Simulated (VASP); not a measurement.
Here is a VASP 6.6.1 calculation.

The input INCAR:

```
SYSTEM = Li
PREC = Accurate
ENCUT = 520
EDIFF = 1E-7
ISMEAR = 0
SIGMA = 0.1
LREAL = .FALSE.
LASPH = .TRUE.
NELM = 80
ALGO = Normal
ISIF = 2
LWAVE = .FALSE.
LCHARG = .FALSE.
GGA = PE
NBANDS = 8
```

Contents of KPOINTS:

```
Automatic mesh
0
G
  16 16 16
  0 0 0
```

File POSCAR:

```
Li
1.0
   -1.7182900000      1.7182900000      1.7182900000
    1.7182900000     -1.7182900000      1.7182900000
    1.7182900000      1.7182900000     -1.7182900000
Li
1
Direct
    0.0000000000      0.0000000000      0.0000000000
```

Potentials or basis: VASP PAW PBE potentials, release 64 (Li_sv).

Launch:

```sh
$ cat potpaw_PBE.64/Li_sv/POTCAR > POTCAR
$ mpirun -np 1 vasp_std > vasp.out
```

Predict the band gap on the k mesh.

none (metal or under the smearing width).
